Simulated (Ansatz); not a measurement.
# Compressing Nb: a fit and a missing row

Nb, Fm-3m, a = 4.213 Å. This isn't the element's structure at ambient conditions. Ansatz: r2SCAN, PAW, 500 eV, Γ-centred 18×18×18 mesh on 1 atom, Gaussian smearing 0.10 eV; no spin polarisation. Symmetry fixes shape and atoms, so the cell is only scaled; pressure is positive in compression.

```tsv
V (Å³/atom)	P (GPa)
16.449	?
17.010	18.73
17.571	11.64
18.132	5.43
18.692	0.00
19.253	-4.75
19.814	-8.89
20.562	-13.59
```

Q: Take V0 = 18.692 Å³/atom, fit the third-order Birch–Murnaghan form to the other rows, and predict the missing pressure.

A: With the Eulerian strain f = ½[(V0/V)^(2/3) − 1] and y = P/[3f(1 + 2f)^(5/2)], the form is the line y = B0 + 1.5 B0 (B0′ − 4) f. Rows (f, y): 0.03244, 164.5; 0.02105, 166.3; 0.01024, 168.0; -0.00976, 170.4; -0.01906, 171.3; -0.03079, 172.5. Means f = 0.0006867, y = 168.83; Σ(Δf)² = 0.003004, ΣΔfΔy = -0.3776; the slope is their ratio. y = 168.9 − 125.7 f GPa, so B0 = 168.9 GPa and B0′ = 4 + 2 × (-125.7)/(3 × 168.9) = 3.50. At V = 16.449, f = 0.04448, y = 163.31 and P = 26.97 GPa. The run gave 26.80 GPa, so the fit is 0.17 GPa too high, a small miss on the scale of the series.